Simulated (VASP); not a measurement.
# BaS (Fm-3m) in VASP: further runs

Aim: see how the results for BaS move with the level of theory and the settings. Levels: PBEsol, PBE. Tasks: equation of state.

Everything below comes from runs of VASP 6.6.1. Logs are shortened: lines on timing, memory, paths and dates and some standing lists are left out, and cuts for length are marked.

## Step 1: The structure

The structure is cubic, space group Fm-3m (No. 225). The conventional cell has a = 6.388 Å, b = 6.388 Å, c = 6.388 Å, α = 90.00°, β = 90.00°, γ = 90.00°. Around Ba (site symmetry m-3m) lie 6 S at 3.19 Å. Around S (site symmetry m-3m) lie 6 Ba at 3.19 Å.

## Step 2: Equation of state, PBEsol, 30.62 Å³/atom (volume scaled by 0.94)

File INCAR:

```
PREC = Accurate
ENCUT = 520
EDIFF = 1E-7
ISMEAR = -1
SIGMA = 0.05
LREAL = False
LASPH = True
NELM = 80
ALGO = Normal
ISIF = 2
LWAVE = False
LCHARG = False
GGA = PS
NBANDS = 15
```

File KPOINTS:

```
Automatic mesh
0
Gamma
  7 7 7
```

File POSCAR:

```
BaS
1.0
    0.0000000000      3.1285531347      3.1285531347
    3.1285531347      0.0000000000      3.1285531347
    3.1285531347      3.1285531347      0.0000000000
Ba S
1 1
Direct
    0.0000000000      0.0000000000      0.0000000000
    0.5000000000      0.5000000000      0.5000000000
```

Potentials or basis: VASP PAW PBE potentials, release 64 (Ba_sv, S).

Started as:

```bash
$ cat potpaw_PBE.64/Ba_sv/POTCAR potpaw_PBE.64/S/POTCAR > POTCAR
$ mpirun -np 1 vasp_std > vasp.out
```

OUTCAR:

```text
PREC = Accurate
   ENCUT = 520
   EDIFF = 1E-7
   ISMEAR = -1
   LREAL = False
   LASPH = True
   NELM = 80
   ISIF = 2
   GGA = PS

 Found     20 irreducible k-points:

 Following reciprocal coordinates:
            Coordinates               Weight
  0.000000  0.000000  0.000000      1.000000
  0.142857  0.000000  0.000000      8.000000
  0.285714  0.000000  0.000000      8.000000
  0.428571  0.000000  0.000000      8.000000
  0.142857  0.142857  0.000000      6.000000
  0.285714  0.142857  0.000000     24.000000
   k-points           NKPTS =     20   k-points in BZ     NKDIM =     20   number of bands    NBANDS=     15
   number of dos      NEDOS =    301   number of ions     NIONS =      2
   total plane-waves  NPLWV =  46656
   dimension x,y,z NGX =    36 NGY =   36 NGZ =   36
   dimension x,y,z NGXF=    72 NGYF=   72 NGZF=   72
   ions per type =               1   1
   NGX,Y,Z   is equivalent  to a cutoff of  13.53, 13.53, 13.53 a.u.
   NGXF,Y,Z  is equivalent  to a cutoff of  27.05, 27.05, 27.05 a.u.
 SYSTEM =  unknown system
   PREC   = accura    normal or accurate (medium, high low for compatibility)
   ISTART =      0    job   : 0-new  1-cont  2-samecut
   ICHARG =      2    charge: 1-file 2-atom 10-const
   ISPIN  =      1    spin polarized calculation?
   LNONCOLLINEAR =      F non collinear calculations
   LSORBIT =      F    spin-orbit coupling
   LASPH  =      T    aspherical Exc in radial PAW
   ENCUT  =  520.0 eV  38.22 Ry    6.18 a.u.   8.23  8.23  8.23*2*pi/ulx,y,z
   NELM   =     80;   NELMIN=  2; NELMDL= -5     # of ELM steps
   EDIFF  = 0.1E-06   stopping-criterion for ELM
   LREAL  =      F    real-space projection
   EDIFFG = 0.1E-05   stopping-criterion for IOM
   NSW    =      0    number of steps for IOM
   IBRION =     -1    ionic relax: 0-MD 1-quasi-New 2-CG
   NFREE  =      0    steps in history (QN), initial steepest desc. (CG)
   ISIF   =      2    stress and relaxation
   ISYM   =      2    0-nonsym 1-usesym 2-fastsym
   POTIM  = 0.5000    time-step for ionic-motion
   TEBEG  =    0.0;   TEEND  =   0.0 temperature during run
   PSTRESS=    0.0 pullay stress
   NELECT =      16.0000    total number of electrons
   NUPDOWN=      -1.0000    fix difference up-down
   EMIN   =  10.00;   EMAX   =-10.00  energy-range for DOS
   EFERMI =   0.00;   METHOD = LEGACY
   ISMEAR =    -1;   SIGMA  =   0.05  broadening in eV -4-tet -1-fermi 0-gaus
   EFERMI_NEDOS =   21; number of points for ismear=-14 and -15
   IALGO  =     38    algorithm
   IMIX   =      4    mixing-type and parameters
     AMIX     =   0.40;   BMIX     =  1.00
     AMIX_MAG =   1.60;   BMIX_MAG =  1.00
  volume/ion in A,a.u.               =      30.62       206.65
  Fermi-wavevector in a.u.,A,eV,Ry     =   1.046553  1.977699 14.902101  1.095274
  Thomas-Fermi vector in A             =   2.181396
   LORBIT       =      0    0 simple, 1 ext, 2 COOP (PROOUT), +10 PAW based schemes
   GGA     = PS    functional components
   LHFCALC =     F    Hartree Fock is set to
   AEXX    =    0.0000 exact exchange contribution
   IVDW    =     0    specifies the selected vdW correction
   LEPSILON=     F    determine dielectric tensor
   LRPA    =     F    only Hartree local field effects (RPA)
 non-spin polarized calculation
  energy-cutoff  :      520.00
  volume of cell :       61.24
 maximum number of plane-waves:      1666
 NGX is ok and might be reduce to    36
   NGX = 17   NGY = 17   NGZ = 17

 number of electron      15.9999998 magnetization

 Free energy of the ion-electron system (eV)
  ---------------------------------------------------
  ext. energy  EPLUGINS =         0.00000000
  ---------------------------------------------------
  free energy    TOTEN  =       -10.69476979 eV

  energy without entropy =      -10.69476979  energy(sigma->0) =      -10.69476979

 E-fermi :   2.6317     XC(G=0):  -9.0841

 val. band max:        1.6775277525   @ k =   0.0000   0.0000   0.0000
 cond. band min:       3.6003447603   @ k =   0.4286   0.4286   0.0000
 fundamental gap:      1.9228170078
 Fermi energy:         2.6316959037

 k-point     1 :       0.0000    0.0000    0.0000
  band No.  band energies     occupation
      1     -24.1747      2.00000
      2      -9.2078      2.00000
      3      -9.2078      2.00000
      4      -9.2078      2.00000
      5      -8.7745      2.00000
      6       1.6775      2.00000
      7       1.6775      2.00000
      8       1.6775      2.00000
      9       5.3916      0.00000
     10       5.4542      0.00000
     11       5.4542      0.00000
     12       5.4542      0.00000
     13       6.4769      0.00000
     14       6.4769      0.00000
     15      10.2843      0.00000

 k-point     2 :       0.1429    0.0000    0.0000
  band No.  band energies     occupation
      1     -24.1630      2.00000
      2      -9.7535      2.00000
      3      -9.2168      2.00000
      4      -9.2168      2.00000
      5      -8.2119      2.00000
      6       1.1107      2.00000
      7       1.3688      2.00000
      8       1.3688      2.00000
      9       5.4806      0.00000
     10       5.7833      0.00000
     11       5.7833      0.00000
     12       6.1881      0.00000
     13       7.1312      0.00000
     14       7.1312      0.00000
     15      11.1625      0.00000

 k-point     3 :       0.2857    0.0000    0.0000
  band No.  band energies     occupation
      1     -24.1366      2.00000
      2     -10.3194      2.00000
      3      -9.2366      2.00000
      4      -9.2366      2.00000
      5      -7.6036      2.00000
      6       0.1959      2.00000
      7       0.8308      2.00000
      8       0.8308      2.00000
      9       5.8555      0.00000
     10       6.6902      0.00000
     11       6.6902      0.00000
     12       7.6103      0.00000
     13       8.6821      0.00000
     14       8.6821      0.00000
     15      12.5617      0.00000

 k-point     4 :       0.4286    0.0000    0.0000
  band No.  band energies     occupation
      1     -24.1152      2.00000
      2     -10.6362      2.00000
      3      -9.2521      2.00000
      4      -9.2521      2.00000
      5      -7.2472      2.00000
      6      -0.3818      2.00000
      7       0.4879      2.00000
      8       0.4879      2.00000
      9       6.7806      0.00000
     10       7.8707      0.00000
     11       7.8823      0.00000
     12       7.8823      0.00000
     13      10.3690      0.00000
     14      10.3690      0.00000
     15      11.5183      0.00000

 k-point     5 :       0.1429    0.1429    0.0000
  band No.  band energies     occupation
      1     -24.1592      2.00000
      2      -9.7649      2.00000
      3      -9.2552      2.00000
      4      -9.2552      2.00000
      5      -8.1585      2.00000
      6       0.7142      2.00000
      7       1.5760      2.00000
      8       1.5760      2.00000
      9       4.9183      0.00000
     10       5.9344      0.00000
     11       6.2166      0.00000
     12       6.2166      0.00000
     13       6.6683      0.00000
     14       8.1176      0.00000
     15      11.4004      0.00000

 k-point     6 :       0.2857    0.1429    0.0000
  band No.  band energies     occupation
      1     -24.1379      2.00000
      2     -10.1425      2.00000
      3      -9.2934      2.00000
      4      -9.2778      2.00000
      5      -7.8053      2.00000
      6       0.2404      2.00000
      7       1.1582      2.00000
      8       1.2705      2.00000
      9       4.8872      0.00000
     10       6.7757      0.00000
     11       7.0916      0.00000
     12       7.1104      0.00000
     13       7.4943      0.00000
     14       9.5900      0.00000
     15      12.7375      0.00000

 [... further k-points ...]

------------------------ aborting loop because EDIFF is reached ----------------------------------------

  FORCE on cell =-STRESS in cart. coord.  units (eV):
  Direction    XX          YY          ZZ          XY          YZ          ZX
  --------------------------------------------------------------------------------------
  -------------------------------------------------------------------------------------
  Total        0.9853795      0.9853795      0.9853795      0.0000000      0.0000000      0.0000000
  in kB       25.7782555     25.7782555     25.7782555      0.0000000      0.0000000      0.0000000
  external PRESSURE =      25.7782555 kB  Pullay stress =       0.0000000 kB

 VOLUME and BASIS-vectors are now :
 -----------------------------------------------------------------------------
  energy-cutoff  :      520.00
  volume of cell :       61.24
      direct lattice vectors                 reciprocal lattice vectors
     0.000000000  3.128553135  3.128553135    -0.159818286  0.159818286  0.159818286
     3.128553135  0.000000000  3.128553135     0.159818286 -0.159818286  0.159818286
     3.128553135  3.128553135  0.000000000     0.159818286  0.159818286 -0.159818286

 POSITION                                       TOTAL-FORCE (eV/Angst)
 -----------------------------------------------------------------------------------
      0.00000      0.00000      0.00000        -0.000000      0.000000      0.000000
      3.12855      3.12855      3.12855         0.000000     -0.000000     -0.000000
 -----------------------------------------------------------------------------------
    total drift:                                0.000000      0.000000      0.000000

  FREE ENERGIE OF THE ION-ELECTRON SYSTEM (eV)
  ---------------------------------------------------
  free  energy   TOTEN  =       -10.6947697886 eV

  energy  without entropy=      -10.6947697883  energy(sigma->0) =      -10.69476979
```

It took 32 s on 1 thread of AMD EPYC 7R43 (Zen 3), shared host; peak memory 0.17 GiB.

Results:

```yaml
Free_energy: -10.6948 eV
Pressure: 2.6 GPa
Band_gap_on_the_k_mesh: 1.92 eV, indirect (least direct gap 2.04 eV)
```

Caveat: the PAW data sets were made with another functional, which shifts forces and pressure a little; spin-orbit coupling is left out, which moves the levels of the heavy elements; an odd mesh through Γ misses points on the zone boundary, where band edges often lie.

## Step 3: Equation of state, PBEsol, 31.27 Å³/atom (volume scaled by 0.96)

INCAR is that of step 2.

KPOINTS is that of step 2.

File POSCAR:

```
BaS
1.0
    0.0000000000      3.1505859250      3.1505859250
    3.1505859250      0.0000000000      3.1505859250
    3.1505859250      3.1505859250      0.0000000000
Ba S
1 1
Direct
    0.0000000000      0.0000000000      0.0000000000
    0.5000000000      0.5000000000      0.5000000000
```

Potentials or basis: VASP PAW PBE potentials, release 64 (Ba_sv, S).

Started as:

```bash
$ cat potpaw_PBE.64/Ba_sv/POTCAR potpaw_PBE.64/S/POTCAR > POTCAR
$ mpirun -np 1 vasp_std > vasp.out
```

It took 32 s on 1 thread of AMD EPYC 7R43 (Zen 3), shared host; peak memory 0.17 GiB.

It converged, with:

```
Free energy            : -10.7111 eV
Pressure               : 1.4 GPa
Band gap on the k mesh : 1.97 eV, indirect (least direct gap 2.09 eV)
```

Caveat: the PAW data sets were made with another functional, which shifts forces and pressure a little; spin-orbit coupling is left out, which moves the levels of the heavy elements; an odd mesh through Γ misses points on the zone boundary, where band edges often lie.

(Part 1 of 2 ends here.)
